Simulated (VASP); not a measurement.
# BN in VASP: one cell, several levels of theory, part 2 of 2

VASP 6.6.1, plane waves, PAW. Earlier steps stand in the parts before.

### 3 r2SCAN at this geometry

Input file INCAR:

```
ENCUT = 520.000000
SIGMA = 0.010000
EDIFF = 1.00e-07
ALGO = Normal
METAGGA = R2SCAN
PREC = Accurate
IBRION = -1
ISIF = 2
ISMEAR = 0
NBANDS = 11
NELM = 120
NSW = 0
LASPH = .TRUE.
LCHARG = .FALSE.
LWAVE = .FALSE.
LREAL = .FALSE.
```

Input file KPOINTS:

```
KPOINTS created by Atomic Simulation Environment
0
Gamma
12 12 12
0 0 0
```

Input file KPOINTS_OPT:

```
special points
7
Reciprocal
0.0000000000 0.0000000000 0.0000000000 1
-0.5000000000 -0.5000000000 0.0000000000 1
-0.3750000000 -0.3750000000 0.2500000000 1
-0.3750000000 0.0000000000 0.3750000000 1
0.0000000000 0.0000000000 0.5000000000 1
-0.5000000000 -0.2500000000 0.2500000000 1
0.0000000000 0.5000000000 0.5000000000 1
```

Input file POSCAR:

```
B  N
 1.0000000000000000
     0.0139804944000000    1.8007577048000001    1.8007577048000001
     1.8007577048000001    0.0139804944000000    1.8007577048000001
     1.8007577048000001    1.8007577048000001    0.0139804944000000
 B   N
   1   1
Cartesian
  0.0001900886880267  0.0001900886880267  0.0001900886880267
  0.9036838873119736  0.9036838873119736  0.9036838873119736
```

Command:

```sh
> mpirun -np 1 vasp_std
```

Standard output, without the iteration lines:

```text
POSCAR found type information on POSCAR B N
 POSCAR found :  2 types and       2 ions
 -----------------------------------------------------------------------------
|                                                                             |
|                                                                             |
|     You enforced a specific xc type in the INCAR file but a different       |
|     I HOPE YOU KNOW WHAT YOU ARE DOING!                                     |
|                                                                             |
 -----------------------------------------------------------------------------

 LDA part: xc-table for (None), standard interpolation
 POSCAR, INCAR and KPOINTS ok, starting setup
 FFT: planning ... GRIDC
 FFT: planning ... GRID_SOFT
 FFT: planning ... GRID
 WAVECAR not read
 entering main loop
 Start KPOINTS_OPT (optional k-point list driver)
k-point batch [1-7\7]
```

OSZICAR:

```text
N       E                     dE             d eps       ncg     rms          rms(c)
DAV:   1     0.706548567319E+01    0.70655E+01   -0.51373E+03  4257   0.748E+02
DAV:   2    -0.219067690981E+02   -0.28972E+02   -0.28190E+02  4954   0.171E+02
DAV:   3    -0.224279455511E+02   -0.52118E+00   -0.52049E+00  4938   0.194E+01
DAV:   4    -0.224285473505E+02   -0.60180E-03   -0.60179E-03  4437   0.753E-01
DAV:   5    -0.224285479164E+02   -0.56588E-06   -0.56588E-06  4764   0.225E-02    0.675E+00
DAV:   6    -0.191703078346E+02    0.32582E+01   -0.18522E+00  4167   0.801E+00    0.366E+00
DAV:   7    -0.191626579789E+02    0.76499E-02   -0.28210E-01  4342   0.393E+00    0.187E+00
DAV:   8    -0.191618415082E+02    0.81647E-03   -0.44689E-02  4527   0.137E+00    0.175E-01
DAV:   9    -0.191612986219E+02    0.54289E-03   -0.63772E-03  4785   0.546E-01    0.100E-01
DAV:  10    -0.191612913825E+02    0.72394E-05   -0.45373E-04  4557   0.165E-01    0.327E-02
DAV:  11    -0.191612916567E+02   -0.27425E-06   -0.40695E-05  4695   0.488E-02    0.836E-03
DAV:  12    -0.191612922946E+02   -0.63784E-06   -0.14387E-06  4578   0.105E-02    0.148E-03
DAV:  13    -0.191612922771E+02    0.17513E-07   -0.17572E-07  2648   0.282E-03
   1 F= -.19161292E+02 E0= -.19161292E+02  d E =-.303752E-11
       N       E                     dE             ncg
DAV:   1     0.175816947176E+04   -0.23722E+04      154
DAV:   2     0.154655956591E+04   -0.21161E+03      194
DAV:   3     0.154400738582E+04   -0.25522E+01      187
DAV:   4     0.154400546172E+04   -0.19241E-02      163
DAV:   5     0.154400546017E+04   -0.15524E-05      178
DAV:   6     0.154400546016E+04   -0.19650E-08      172
```

Parts of OUTCAR:

```text
k-points           NKPTS =    189   k-points in BZ     NKDIM =    189   number of bands    NBANDS=     11

   NELECT =       8.0000    total number of electrons

   dimension x,y,z NGX =    20 NGY =   20 NGZ =   20
   dimension x,y,z NGXF=    40 NGYF=   40 NGZF=   40

  energy-cutoff  :      520.00
  volume of cell :       11.54
      direct lattice vectors                 reciprocal lattice vectors
     0.013980494  1.800757705  1.800757705    -0.280915500  0.278751365  0.278751365
     1.800757705  0.013980494  1.800757705     0.278751365 -0.280915500  0.278751365
     1.800757705  1.800757705  0.013980494     0.278751365  0.278751365 -0.280915500

 k-points in reciprocal lattice and weights: KPOINTS created by Atomic Simulation Env
   0.00000000  0.00000000  0.00000000       0.001
   0.08333333 -0.00000000 -0.00000000       0.003
   0.16666667  0.00000000  0.00000000       0.003
   0.25000000 -0.00000000 -0.00000000       0.003
   0.33333333  0.00000000 -0.00000000       0.003
   0.41666667  0.00000000 -0.00000000       0.003
   0.50000000 -0.00000000 -0.00000000       0.002
   0.08333333  0.08333333 -0.00000000       0.003
[... 181 more k-points ...]

 E-fermi :   7.5863

 k-point     1 :       0.0000    0.0000    0.0000
  band No.  band energies     occupation
      1     -14.0331      2.00000
      2       7.4841      2.00000
      3       7.5481      2.00000
      4       7.5481      2.00000
      5      16.9162      0.00000
      6      17.2721      0.00000
      7      17.2721      0.00000
      8      19.0287      0.00000
      9      34.1144      0.00000
     10      36.5578      0.00000
     11      36.5578      0.00000

 k-point     2 :       0.0833   -0.0000   -0.0000
  band No.  band energies     occupation
      1     -13.8537      2.00000
      2       6.5831      2.00000
      3       7.3002      2.00000
      4       7.3520      2.00000
      5      17.1785      0.00000
      6      17.5223      0.00000
      7      17.5699      0.00000
      8      19.6286      0.00000
      9      33.8353      0.00000
     10      34.3290      0.00000
     11      34.4495      0.00000

 k-point     3 :       0.1667    0.0000    0.0000
  band No.  band energies     occupation
      1     -13.3227      2.00000
      2       4.3646      2.00000
      3       6.8339      2.00000
      4       6.8736      2.00000
      5      17.6556      0.00000
      6      18.0682      0.00000
      7      18.2562      0.00000
      8      21.0368      0.00000
      9      32.6040      0.00000
     10      32.8500      0.00000
     11      33.2172      0.00000

 k-point     4 :       0.2500   -0.0000   -0.0000
  band No.  band energies     occupation
      1     -12.4658      2.00000
      2       1.7480      2.00000
      3       6.2972      2.00000
      4       6.3200      2.00000
      5      18.0095      0.00000
      6      18.6818      0.00000
      7      18.8932      0.00000
      8      22.4484      0.00000
      9      32.1563      0.00000
     10      32.5042      0.00000
     11      32.6341      0.00000

 k-point     5 :       0.3333    0.0000   -0.0000
  band No.  band energies     occupation
      1     -11.3523      2.00000
      2      -0.7875      2.00000
      3       5.8402      2.00000
      4       5.8467      2.00000
      5      18.2814      0.00000
      6      18.9944      0.00000
      7      19.1917      0.00000
      8      23.4556      0.00000
      9      32.3698      0.00000
     10      33.1205      0.00000
     11      33.4819      0.00000

 k-point     6 :       0.4167    0.0000   -0.0000
  band No.  band energies     occupation
      1     -10.1885      2.00000
      2      -2.8561      2.00000
      3       5.5380      2.00000
      4       5.5431      2.00000
      5      18.4519      0.00000
      6      19.0419      0.00000
      7      19.2234      0.00000
      8      24.0118      0.00000
      9      32.5603      0.00000
     10      34.8489      0.00000
     11      35.2951      0.00000

 k-point     7 :       0.5000   -0.0000   -0.0000
  band No.  band energies     occupation
      1      -9.5901      2.00000
      2      -3.7634      2.00000
      3       5.4319      2.00000
      4       5.4411      2.00000
      5      18.5073      0.00000
      6      19.0293      0.00000
      7      19.2027      0.00000
      8      24.1877      0.00000
      9      32.7300      0.00000
     10      35.9281      0.00000
     11      36.4486      0.00000

 k-point     8 :       0.0833    0.0833   -0.0000
  band No.  band energies     occupation
      1     -13.7955      2.00000
      2       6.8736      2.00000
      3       6.9386      2.00000
      4       6.9781      2.00000
      5      16.7939      0.00000
      6      17.8618      0.00000
      7      18.0530      0.00000
      8      19.6663      0.00000
      9      31.7192      0.00000
     10      34.8710      0.00000
     11      36.8927      0.00000

 k-point     9 :       0.1667    0.0833   -0.0000
  band No.  band energies     occupation
      1     -13.3832      2.00000
      2       5.1192      2.00000
      3       6.3174      2.00000
      4       6.8291      2.00000
      5      16.8524      0.00000
      6      18.6151      0.00000
      7      18.7703      0.00000
      8      20.6417      0.00000
      9      29.9466      0.00000
     10      34.8842      0.00000
     11      35.3984      0.00000

 k-point    10 :       0.2500    0.0833   -0.0000
  band No.  band energies     occupation
      1     -12.6356      2.00000
      2       2.6637      2.00000
      3       5.7395      2.00000
      4       6.3728      2.00000
      5      17.3276      0.00000
      6      19.0800      0.00000
      7      19.5309      0.00000
      8      21.8515      0.00000
      9      29.4321      0.00000
     10      34.3572      0.00000
     11      34.6308      0.00000

 k-point    11 :       0.3333    0.0833    0.0000
  band No.  band energies     occupation
      1     -11.6031      2.00000
      2       0.1243      2.00000
      3       5.3154      2.00000
      4       5.7953      2.00000
      5      17.7848      0.00000
      6      19.3630      0.00000
      7      19.9054      0.00000
      8      22.8894      0.00000
      9      30.1139      0.00000
     10      34.1474      0.00000
     11      34.9157      0.00000

[... the tables of k-points 12 to 189 left out ...]

  Total        0.6320491      0.6320491      0.6320491     -0.2748791     -0.2748791     -0.2748791
  in kB       87.7309251     87.7309251     87.7309251    -38.1543145    -38.1543145    -38.1543145
  external PRESSURE =      87.7309251 kB  Pullay stress =       0.0000000 kB

 POSITION                                       TOTAL-FORCE (eV/Angst)
 -----------------------------------------------------------------------------------
      0.00019      0.00019      0.00019         0.001644      0.001644      0.001644
      0.90368      0.90368      0.90368        -0.001644     -0.001644     -0.001644
 -----------------------------------------------------------------------------------
    total drift:                                0.000052      0.000052      0.000052

  FREE ENERGIE OF THE ION-ELECTRON SYSTEM (eV)
  ---------------------------------------------------
  free  energy   TOTEN  =       -19.1612922771 eV

  energy  without entropy=      -19.1612922771  energy(sigma->0) =      -19.16129228
```

Hardware: 1 MPI rank of Intel Xeon Platinum 8488C, shared host.

The levels at the points of KPOINTS_OPT are read from vasprun.xml.

Levels at the named points, in eV from the top of band v (v: the last filled band by count, c: the next):

```tsv
point	v−1	v	c	c+1
Γ	0.00	0.00	9.37	9.72
X	-5.31	-5.16	4.98	9.94
U	-8.13	-4.29	7.64	13.76
K	-8.10	-4.42	7.46	14.02
L	-2.12	-2.11	10.96	11.48
W	-7.41	-6.87	10.41	14.49
```

Gap with r2SCAN: 4.98 eV, valence top at Γ, conduction bottom at X. Least direct gap: 9.37 eV. Pressure: 8.77 GPa; the forces vanish within 0.01 eV/Å.

### 4 What came out

This closing draws on all 2 parts.

| level | gap (eV) | pressure (GPa) | Ansatz: gap (eV) | Ansatz: pressure (GPa) |
| --- | --- | --- | --- | --- |
| PBE | 4.46 | 12.57 | 4.47 | 12.23 |
| r2SCAN | 4.98 | 8.77 | 5.00 | 7.59 |

**Reading.** The gap spans 4.46 eV (PBE) to 4.98 eV (r2SCAN). At this one volume the pressure spans 8.8 GPa (r2SCAN) to 12.6 GPa (PBE): PBE wants the largest cell and r2SCAN the smallest. The two programs agree on the gap within 0.03 eV, far less than the spread between functionals. Each program uses its own PAW datasets and cutoff.
